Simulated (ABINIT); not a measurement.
CsPbCl3:

```xyz
5
Lattice="5.6050 0.0000 0.0000 0.0000 5.6050 0.0000 0.0000 0.0000 5.6050" Properties=species:S:1:pos:R:3 pbc="T T T"
Pb    2.8025    2.8025    2.8025
Cs    0.0000    0.0000    0.0000
Cl    2.8025    0.0000    2.8025
Cl    0.0000    2.8025    2.8025
Cl    2.8025    2.8025    0.0000
```

Base run:

```yaml
Program: ABINIT 10.8.3 (patched build)
Functional: revPBE
Potentials_or_basis: JTH PAW PBE v2.0
Cutoff: 680 eV
k_mesh: 5 × 5 × 5
Occupations: fermi-dirac, width 0.05 eV
Spin: no spin polarisation
```

Its results: pressure 2.8 GPa.

**Question.** After a change of settings the same cell gave: pressure 1.6 GPa. Which change was it?
A. functional from revPBE to PBE
B. functional from revPBE to RPBE
C. functional from revPBE to PBE; k mesh from 5 × 5 × 5 to 2 × 2 × 2
D. functional from revPBE to HCTH407

**Answer.** A.

PBE binds more tightly than revPBE, so the same cell stands under less pressure.

Caveats: the PAW data sets were made with another functional, which shifts forces and pressure a little (some runs).

Not every run made on this cell is shown here.
